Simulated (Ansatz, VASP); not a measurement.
Two plane-wave programs on Hf2N

```
Hf N
1.0
     5.31312    0.00000    0.00000
     0.00000    5.31312    0.00000
     0.00000    0.00000    3.24210
Hf N
4 2
Direct
  0.29554 0.29554 0.00000
  0.70446 0.70446 0.00000
  0.79554 0.20446 0.50000
  0.20446 0.79554 0.50000
  0.00000 0.00000 0.00000
  0.50000 0.50000 0.50000
```

The cell comes from a database or a generator and needn't be the stable form of this composition.

Alike in both runs: task single point; functional PBEsol; k mesh 4 × 4 × 6; occupations gaussian, width 0.1 eV; no spin polarisation.

```csv
,VASP,Ansatz
version,VASP 6.6.1,Ansatz 0.2.0
potentials or method,"VASP PAW PBE potentials, release 64 (Hf_pv, N)","scalar-relativistic, plane waves, PAW"
plane-wave cutoff (eV),520,420
valence electrons in the cell,50,114
```

|  | VASP | Ansatz | Ansatz less VASP |
| --- | --- | --- | --- |
| gap on the k mesh at the Fermi level (eV) | none | none | - |
| pressure (GPa) | -3.3 | -2.3 | +1.00 |
| largest component of the traceless stress (GPa) | 0.67 | 0.56 | -0.114 |
| rms of the force components (eV/Å) | 0.033 | 0.036 | +0.0023 |

Atom by atom the forces differ by 0.002 eV/Å (rms over components). A gap of «none» marks a metal or a gap that the smearing closes. The two sets of potentials don't hold the same shells in valence.

Caveats: the PAW data sets were made with another functional, which shifts forces and pressure a little (VASP). The runs have no spin-orbit coupling, so splittings on Hf are missing.
